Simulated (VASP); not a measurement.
The system is Cd.

```
Cd
1.0
    -1.78432    1.78432    1.78432
     1.78432   -1.78432    1.78432
     1.78432    1.78432   -1.78432
Cd
1
Direct
  0.00000 0.00000 0.00000
```

This isn't the form of Cd at room conditions, which is hcp.

- Program: VASP 6.6.1
- Task: relaxation of cell and atoms
- Functional: PBE
- Potentials or basis: VASP PAW PBE potentials, release 64 (Cd)
- Cutoff: 600 eV
- k mesh: 10 × 10 × 10
- Occupations: fermi-dirac, width 0.05 eV
- Spin: no spin polarisation

At the start: pressure 1.3 GPa; volume 22.72 Å³/atom.

Problem. Where does the relaxation end?

Solution. Over 3 steps the energy falls by 3.2 meV/atom and the volume is 23.54 Å³/atom (+3.6 %); space group Im-3m (No. 229, to 0.05 Å).

Step by step:
```
step  energy change (eV)  largest force (eV/Å)  pressure (GPa)  volume (Å³)
   1              0.0000                0.0000            1.29        22.72
   2             -0.0030                0.0000            0.30        23.33
   3             -0.0032                0.0000            0.00        23.54
```

Final structure:
```
Cd
1.0
    -1.80537    1.80537    1.80537
     1.80537   -1.80537    1.80537
     1.80537    1.80537   -1.80537
Cd
1
Direct
  0.00000 0.00000 0.00000
```
